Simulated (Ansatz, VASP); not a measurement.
**MgS: VASP beside Ansatz**

```xyz
4
Lattice="4.1624 0.0000 0.0000 -2.0812 3.6047 0.0000 0.0000 0.0000 6.4430" Properties=species:S:1:pos:R:3 pbc="T T T"
Mg    2.0812    1.2016    3.1641
Mg    0.0000    2.4031    6.3856
S     0.0000    2.4031    2.4735
S     2.0812    1.2016    5.6950
```

Alike in both runs: task single point; functional PBEsol; k mesh 6 × 6 × 4; occupations gaussian, width 0.02 eV; no spin polarisation.

|  | VASP | Ansatz |
| --- | --- | --- |
| version | VASP 6.6.1 | Ansatz 0.2.0 |
| potentials or method | VASP PAW PBE potentials, release 64 (Mg, S) | scalar-relativistic, plane waves, PAW |
| plane-wave cutoff (eV) | 520 | 420 |
| valence electrons in the cell | 16 | 32 |

Ansatz gave:

* gap on the k mesh at the Fermi level (eV): 2.84
* least direct gap on the mesh (eV): 2.84
* pressure (GPa): -3.6
* largest component of the traceless stress (GPa): 0.34
* rms of the force components (eV/Å): 0.070

Task: What did VASP give for the same quantities?

Result: gap on the k mesh at the Fermi level (eV): 2.84; least direct gap on the mesh (eV): 2.84; pressure (GPa): -3.7; largest component of the traceless stress (GPa): 0.36; rms of the force components (eV/Å): 0.071.

Atom by atom the forces differ by 0.000 eV/Å (rms over components). The functional is the same, so the differences come from potentials, cutoffs and numerics. The two sets of potentials don't hold the same shells in valence.

Caveats: the PAW data sets were made with another functional, which shifts forces and pressure a little (VASP).
